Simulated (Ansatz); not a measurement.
# CdS (Greenockite): equation of state with B88-PBE

CdS (Greenockite):

```
CELL_PARAMETERS angstrom
4.15000 0.00000 0.00000
-2.07500 3.59401 0.00000
0.00000 0.00000 6.73700
ATOMIC_POSITIONS crystal
Cd 0.66667 0.33333 0.50000
Cd 0.33333 0.66667 0.00000
S 0.66667 0.33333 0.87500
S 0.33333 0.66667 0.37500
```

```
Program             : Ansatz 0.2.0
Task                : equation of state
Functional          : B88-PBE
Potentials or basis : all-electron LAPW, non-relativistic
Basis error allowed : 0.0005 eV/atom
k mesh              : 7 × 7 × 4
Occupations         : tetrahedron
Spin                : collinear spin, ferrimagnetic start
Starting moments    : [0.5, -0.25, 0.0, 0.0] μB
```

```
Equilibrium volume                        : 26.90 Å³/atom (rough: see the caveat)
Bulk modulus at fixed shape and positions : 52 GPa (rough)
```

Energy against volume, from the lowest point:
```csv
volume (Å³/atom),energy (meV/atom)
23.614,81.64
24.116,56.26
24.618,36.25
25.121,21.07
25.623,10.24
26.126,3.35
26.628,0.00
```

All runs of the series together: 9 min on 2 threads of Arm Neoverse V2, with other jobs on the host.

Caveat: the minimum lies outside the volumes run; the cell was scaled at fixed shape and fractional positions, which overstates the stiffness of a crystal with free parameters, most of all of layers and chains; relativity is left out, which matters for the heavier elements; with tetrahedron occupations forces and stress needn't match the slope of the energy; the starting moments weren't kept.
